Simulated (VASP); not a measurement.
# HC60N3 (a cell with a defect) in VASP: a series of runs, part 2 of 2

VASP 6.6.1. Earlier steps stand in the parts before.

## Step 3: Single point, LDA

Contents of INCAR:

```
SYSTEM = HC60N3
  PREC = Accurate
  ENCUT = 520
  EDIFF = 1E-6
  ISMEAR = 0
  SIGMA = 0.03
  LREAL = .False.
  LASPH = .True.
  NELM = 60
  ALGO = Normal
  ISIF = 2
  LWAVE = .False.
  LCHARG = .False.
```

Contents of KPOINTS:

```
regular mesh
0
Gamma
  2 2 2
  0 0 0
```

Contents of POSCAR:

```
HC60N3
1.0
    7.1400000000      0.0000000000      0.0000000000
    0.0000000000      7.1400000000      0.0000000000
    0.0000000000      0.0000000000      7.1400000000
H C N
1 60 3
Direct
    0.5415095400      0.5415095400      0.5415095400
    0.6286785400      0.6286785400      0.6286785400
    0.5014860000      0.7507060000      0.7507060000
    0.7507060000      0.5014860000      0.7507060000
    0.7507060000      0.7507060000      0.5014860000
    0.4950870000      0.2505090000      0.7494590000
    0.4950870000      0.7494590000      0.2505090000
    0.2505090000      0.4950870000      0.7494590000
    0.7494590000      0.4950870000      0.2505090000
    0.2505090000      0.7494590000      0.4950870000
    0.7494590000      0.2505090000      0.4950870000
    0.6235760000      0.3759650000      0.8734240000
    0.6235760000      0.8734240000      0.3759650000
    0.3759650000      0.6235760000      0.8734240000
    0.8734240000      0.6235760000      0.3759650000
    0.3759650000      0.8734240000      0.6235760000
    0.8734240000      0.3759650000      0.6235760000
    0.5050870000      0.2510410000      0.2510410000
    0.2510410000      0.5050870000      0.2510410000
    0.2510410000      0.2510410000      0.5050870000
    0.1273950000      0.6227350000      0.6227350000
    0.6227350000      0.1273950000      0.6227350000
    0.6227350000      0.6227350000      0.1273950000
    0.9999620000      0.4999560000      0.4999560000
    0.4999560000      0.9999620000      0.4999560000
    0.4999560000      0.4999560000      0.9999620000
    0.1278200000      0.3773090000      0.3773090000
    0.3773090000      0.1278200000      0.3773090000
    0.3773090000      0.3773090000      0.1278200000
    0.6239330000      0.8758650000      0.8758650000
    0.8758650000      0.6239330000      0.8758650000
    0.8758650000      0.8758650000      0.6239330000
    0.0011195000      0.7494200000      0.7494200000
    0.7494200000      0.0011195000      0.7494200000
    0.7494200000      0.7494200000      0.0011195000
    0.1237350000      0.3750450000      0.8761320000
    0.1237350000      0.8761320000      0.3750450000
    0.3750450000      0.1237350000      0.8761320000
    0.8761320000      0.1237350000      0.3750450000
    0.3750450000      0.8761320000      0.1237350000
    0.8761320000      0.3750450000      0.1237350000
    0.9987500000      0.2495250000      0.7493430000
    0.9987500000      0.7493430000      0.2495250000
    0.2495250000      0.9987500000      0.7493430000
    0.7493430000      0.9987500000      0.2495250000
    0.2495250000      0.7493430000      0.9987500000
    0.7493430000      0.2495250000      0.9987500000
    0.1237820000      0.1237820000      0.6246850000
    0.1237820000      0.6246850000      0.1237820000
    0.6246850000      0.1237820000      0.1237820000
    0.0017403000      0.2503660000      0.2503660000
    0.2503660000      0.0017403000      0.2503660000
    0.2503660000      0.2503660000      0.0017403000
    0.1249420000      0.8743930000      0.8743930000
    0.8743930000      0.1249420000      0.8743930000
    0.8743930000      0.8743930000      0.1249420000
    0.9999680000      0.9999680000      0.4998950000
    0.9999680000      0.4998950000      0.9999680000
    0.4998950000      0.9999680000      0.9999680000
    0.1254050000      0.1254050000      0.1254050000
    0.9997840000      0.9997840000      0.9997840000
    0.6351560000      0.3648080000      0.3648080000
    0.3648080000      0.6351560000      0.3648080000
    0.3648080000      0.3648080000      0.6351560000
```

Potentials or basis: VASP PAW LDA potentials, release 64 (H, C, N).

Launch:

```
> cat potpaw_LDA.64/H/POTCAR potpaw_LDA.64/C/POTCAR potpaw_LDA.64/N/POTCAR > POTCAR
> mpirun -np 1 vasp_std > vasp.out
```

OUTCAR:

```text
SYSTEM = HC60N3
   PREC = Accurate
   ENCUT = 520
   EDIFF = 1E-6
   ISMEAR = 0
   LREAL = .False.
   LASPH = .True.
   NELM = 60
   ISIF = 2

 ion  position               nearest neighbor table
   1  0.542  0.542  0.542-   2 1.08
   2  0.629  0.629  0.629-   1 1.08   3 1.53   4 1.53   5 1.53
   3  0.501  0.751  0.751-   2 1.53  30 1.54  16 1.55  14 1.55
   4  0.751  0.501  0.751-   2 1.53  31 1.54  17 1.55  12 1.55
   5  0.751  0.751  0.501-   2 1.53  32 1.54  15 1.55  13 1.55
   6  0.495  0.251  0.749-  64 1.48  38 1.54  22 1.56  12 1.56
   7  0.495  0.749  0.251-  63 1.48  40 1.54  23 1.56  13 1.56
[... 52 lines left out ...]
  60  0.125  0.125  0.125-  51 1.54  52 1.54  53 1.54  61 1.55
[... 880 lines left out ...]
  in kB     -130.9535069   -130.9535069   -130.9535069     -7.4945831     -7.4945831     -7.4945831
  external PRESSURE =    -130.9535069 kB  Pullay stress =       0.0000000 kB

 VOLUME and BASIS-vectors are now :
 -----------------------------------------------------------------------------
  energy-cutoff  :      520.00
  volume of cell :      363.99
      direct lattice vectors                 reciprocal lattice vectors
     7.140000000  0.000000000  0.000000000     0.140056022  0.000000000  0.000000000
     0.000000000  7.140000000  0.000000000     0.000000000  0.140056022  0.000000000
     0.000000000  0.000000000  7.140000000     0.000000000  0.000000000  0.140056022

 POSITION                                       TOTAL-FORCE (eV/Angst)
 -----------------------------------------------------------------------------------
      3.86638      3.86638      3.86638        -0.176626     -0.176626     -0.176626
      4.48876      4.48876      4.48876         1.028626      1.028626      1.028626
      3.58061      5.36004      5.36004        -0.084402     -0.257509     -0.257509
      5.36004      3.58061      5.36004        -0.257509     -0.084402     -0.257509
      5.36004      5.36004      3.58061        -0.257509     -0.257509     -0.084402
      3.53492      1.78863      5.35114        -0.043384      0.069050     -0.064393
[... 56 lines left out ...]
      2.60473      4.53501      2.60473        -0.221094      0.173909     -0.221094
      2.60473      2.60473      4.53501        -0.221094     -0.221094      0.173909
 -----------------------------------------------------------------------------------
    total drift:                               -0.000457     -0.000457     -0.000458

  FREE ENERGIE OF THE ION-ELECTRON SYSTEM (eV)
  ---------------------------------------------------
  free  energy   TOTEN  =      -635.3113432841 eV

  energy  without entropy=     -635.3113432841  energy(sigma->0) =     -635.31134328
```

OSZICAR:

```text
N       E                     dE             d eps       ncg     rms          rms(c)
DAV:   1     0.825064914641E+03    0.82506E+03   -0.13855E+05  1288   0.157E+03
DAV:   2    -0.588873211864E+03   -0.14139E+04   -0.13534E+04  1588   0.299E+02
DAV:   3    -0.659092355989E+03   -0.70219E+02   -0.69629E+02  1544   0.658E+01
DAV:   4    -0.660745495020E+03   -0.16531E+01   -0.16467E+01  1584   0.101E+01
DAV:   5    -0.660789276508E+03   -0.43781E-01   -0.43720E-01  1544   0.166E+00    0.324E+01
DAV:   6    -0.641664073545E+03    0.19125E+02   -0.16580E+01  1472   0.969E+00    0.186E+01
DAV:   7    -0.635334310974E+03    0.63298E+01   -0.16257E+01  1464   0.949E+00    0.443E+00
DAV:   8    -0.635318494178E+03    0.15817E-01   -0.74981E-01  1544   0.237E+00    0.157E+00
DAV:   9    -0.635312526445E+03    0.59677E-02   -0.86736E-02  1528   0.905E-01    0.337E-01
DAV:  10    -0.635311299126E+03    0.12273E-02   -0.14355E-02  1528   0.336E-01    0.945E-02
DAV:  11    -0.635311336953E+03   -0.37827E-04   -0.21104E-03  1544   0.128E-01    0.461E-02
DAV:  12    -0.635311339068E+03   -0.21152E-05   -0.28486E-04  1536   0.467E-02    0.300E-02
DAV:  13    -0.635311342828E+03   -0.37596E-05   -0.22793E-05  1544   0.129E-02    0.130E-02
DAV:  14    -0.635311343284E+03   -0.45629E-06   -0.60363E-06  1392   0.704E-03
   1 F= -.63531134E+03 E0= -.63531134E+03  d E =-.175137E-16
```

stdout:

```text
POSCAR found type information on POSCAR H C N
 POSCAR found :  3 types and      64 ions
 scaLAPACK will be used
 -----------------------------------------------------------------------------
|                                                                             |
|                                                                             |
|     You have a (more or less) 'large supercell' and for larger cells it     |
|     might be more efficient to use real-space projection operators.         |
|     Therefore, try LREAL= Auto in the INCAR file.                           |
|     Mind: For very accurate calculation, you might also keep the            |
|     reciprocal projection scheme (i.e. LREAL=.FALSE.).                      |
|                                                                             |
 -----------------------------------------------------------------------------

 LDA part: xc-table for (Slater(with rela. corr.)+CA(PZ))
 , standard interpolation
 POSCAR, INCAR and KPOINTS ok, starting setup
 FFT: planning ... GRIDC
 FFT: planning ... GRID_SOFT
 FFT: planning ... GRID
 WAVECAR not read
 entering main loop
```

It took 5.2 min on 1 thread of Intel Xeon Platinum 8488C (Sapphire Rapids), shared host; peak memory 0.4 GiB.

What came out:

| Item | Value |
| --- | --- |
| Free energy | -635.3113 eV |
| Pressure | -13.1 GPa |
| Largest force | 1.782 eV/Å |
| Band gap on the k mesh | 3.63 eV, indirect (least direct gap 3.70 eV) |

Forces in eV/Å, atoms in the order of the input:
```
H   -0.177 -0.177 -0.177
C    1.029  1.029  1.029
C   -0.084 -0.258 -0.258
C   -0.258 -0.084 -0.258
C   -0.258 -0.258 -0.084
C   -0.043  0.069 -0.064
C   -0.043 -0.064  0.069
C    0.069 -0.043 -0.064
C   -0.064 -0.043  0.069
C    0.069 -0.064 -0.043
C   -0.064  0.069 -0.043
C    0.035 -0.015  0.029
C    0.035  0.029 -0.015
C   -0.015  0.035  0.029
C    0.029  0.035 -0.015
C   -0.015  0.029  0.035
C    0.029 -0.015  0.035
C    0.053  0.062  0.062
C    0.062  0.053  0.062
C    0.062  0.062  0.053
C   -0.014 -0.003 -0.003
C   -0.003 -0.014 -0.003
C   -0.003 -0.003 -0.014
C    0.000  0.000  0.000
C    0.000  0.000  0.000
C    0.000  0.000  0.000
C   -0.011  0.000  0.000
C    0.000 -0.011  0.000
C    0.000  0.000 -0.011
C    0.074 -0.091 -0.091
C   -0.091  0.074 -0.091
C   -0.091 -0.091  0.074
C    0.005  0.011  0.011
C    0.011  0.005  0.011
C    0.011  0.011  0.005
C    0.005 -0.008 -0.006
C    0.005 -0.006 -0.008
C   -0.008  0.005 -0.006
C   -0.006  0.005 -0.008
C   -0.008 -0.006  0.005
C   -0.006 -0.008  0.005
C    0.006 -0.003 -0.013
C    0.006 -0.013 -0.003
C   -0.003  0.006 -0.013
C   -0.013  0.006 -0.003
C   -0.003 -0.013  0.006
C   -0.013 -0.003  0.006
C   -0.003 -0.003  0.020
C   -0.003  0.020 -0.003
C    0.020 -0.003 -0.003
C    0.000 -0.003 -0.003
C   -0.003  0.000 -0.003
C   -0.003 -0.003  0.000
C    0.004 -0.002 -0.002
C   -0.002  0.004 -0.002
C   -0.002 -0.002  0.004
C   -0.010 -0.010 -0.015
C   -0.010 -0.015 -0.010
C   -0.015 -0.010 -0.010
C   -0.004 -0.004 -0.004
C    0.000  0.000  0.000
N    0.174 -0.221 -0.221
N   -0.221  0.174 -0.221
N   -0.221 -0.221  0.174
```

Stress tensor (GPa, compression positive):
```
-13.10  -0.75  -0.75
 -0.75 -13.10  -0.75
 -0.75  -0.75 -13.10
```

Caveat: the k mesh is coarse (spacing up to 0.44 Å⁻¹), so the values aren't converged.

## Step 4: Single point, r2SCAN

Edit INCAR of step 3 so:

```diff
@@ -13 +13,3 @@
   LCHARG = .False.
+  METAGGA = R2SCAN
+  LMIXTAU = .True.
```

KPOINTS is that of step 3.

POSCAR is that of step 3.

Potentials or basis: VASP PAW PBE potentials, release 64 (H, C, N).

Launch:

```
> cat potpaw_PBE.64/H/POTCAR potpaw_PBE.64/C/POTCAR potpaw_PBE.64/N/POTCAR > POTCAR
> mpirun -np 1 vasp_std > vasp.out
```

Wall time 15 min (1 thread of Intel Xeon Platinum 8488C (Sapphire Rapids), shared host); peak memory 0.52 GiB.

The run converged. Its results:

```yaml
Free_energy: -617.3126 eV
Pressure: -3.0 GPa
Largest_force: 1.017 eV/Å
Band_gap_on_the_k_mesh: 3.94 eV, indirect (least direct gap 4.00 eV)
```

Forces on the atoms (eV/Å):
```
H    0.275  0.275  0.275
C    0.587  0.587  0.587
C   -0.075 -0.272 -0.272
C   -0.272 -0.075 -0.272
C   -0.272 -0.272 -0.075
C    0.015 -0.029  0.033
C    0.015  0.033 -0.029
C   -0.029  0.015  0.033
C    0.033  0.015 -0.029
C   -0.029  0.033  0.015
C    0.033 -0.029  0.015
C    0.026 -0.002  0.024
C    0.026  0.024 -0.002
C   -0.002  0.026  0.024
C    0.024  0.026 -0.002
C   -0.002  0.024  0.026
C    0.024 -0.002  0.026
C   -0.004 -0.038 -0.038
C   -0.038 -0.004 -0.038
C   -0.038 -0.038 -0.004
C   -0.002 -0.027 -0.027
C   -0.027 -0.002 -0.027
C   -0.027 -0.027 -0.002
C    0.003  0.002  0.002
C    0.002  0.003  0.002
C    0.002  0.002  0.003
C    0.002  0.025  0.025
C    0.025  0.002  0.025
C    0.025  0.025  0.002
C    0.060 -0.099 -0.099
C   -0.099  0.060 -0.099
C   -0.099 -0.099  0.060
C    0.009  0.023  0.023
C    0.023  0.009  0.023
C    0.023  0.023  0.009
C    0.013  0.014 -0.015
C    0.013 -0.015  0.014
C    0.014  0.013 -0.015
C   -0.015  0.013  0.014
C    0.014 -0.015  0.013
C   -0.015  0.014  0.013
C    0.006 -0.020 -0.007
C    0.006 -0.007 -0.020
C   -0.020  0.006 -0.007
C   -0.007  0.006 -0.020
C   -0.020 -0.007  0.006
C   -0.007 -0.020  0.006
C    0.005  0.005  0.006
C    0.005  0.006  0.005
C    0.006  0.005  0.005
C    0.000 -0.019 -0.019
C   -0.019  0.000 -0.019
C   -0.019 -0.019  0.000
C    0.009 -0.006 -0.006
C   -0.006  0.009 -0.006
C   -0.006 -0.006  0.009
C   -0.010 -0.010 -0.017
C   -0.010 -0.017 -0.010
C   -0.017 -0.010 -0.010
C    0.002  0.002  0.002
C   -0.001 -0.001 -0.001
N   -0.013 -0.063 -0.063
N   -0.063 -0.013 -0.063
N   -0.063 -0.063 -0.013
```

Stress tensor (GPa, compression positive):
```
-2.97 -0.87 -0.87
-0.87 -2.97 -0.87
-0.87 -0.87 -2.97
```

Levels at points of the mesh, in eV from the valence-band top:
```csv
k point,band 125,band 126,band 127,band 128,band 129,band 130,band 131,band 132
"(0.00, 0.00, 0.00)",-1.61,-0.30,0.00,0.00,4.00,4.17,4.17,4.42
"(0.50, 0.00, 0.00)",-1.86,-1.15,-0.80,-0.69,3.94,4.08,4.95,5.35
"(0.50, 0.50, 0.00)",-1.29,-1.19,-0.53,-0.36,5.36,5.39,5.62,5.85
"(0.50, 0.50, 0.50)",-2.08,-0.93,-0.53,-0.53,5.26,5.26,5.46,5.81
```

Caveat: the k mesh is coarse (spacing up to 0.44 Å⁻¹), so the values aren't converged; the PAW data sets were made with another functional, which shifts forces and pressure a little.

## Step 5: Overview

```csv
level,potentials or basis,gap on the mesh (eV),pressure (GPa),largest force (eV/Å)
PBE,"VASP PAW PBE potentials, release 64 (H, C, N)",3.68,0.9,1.25
LDA,"VASP PAW LDA potentials, release 64 (H, C, N)",3.63,-13.1,1.78
r2SCAN,"VASP PAW PBE potentials, release 64 (H, C, N)",3.94,-3.0,1.02
```

Alike in all rows: task single point; no spin polarisation; cell as given; k mesh 2 × 2 × 2; cutoff (eV) 520; smearing gaussian 0.03 eV; the mesh is coarse, so values aren't converged.

Caveats: all runs use coarse meshes; the PAW data sets were made with another functional, which shifts forces and pressure a little (some runs).

Absolute energies hang on the potentials; compare differences alone.
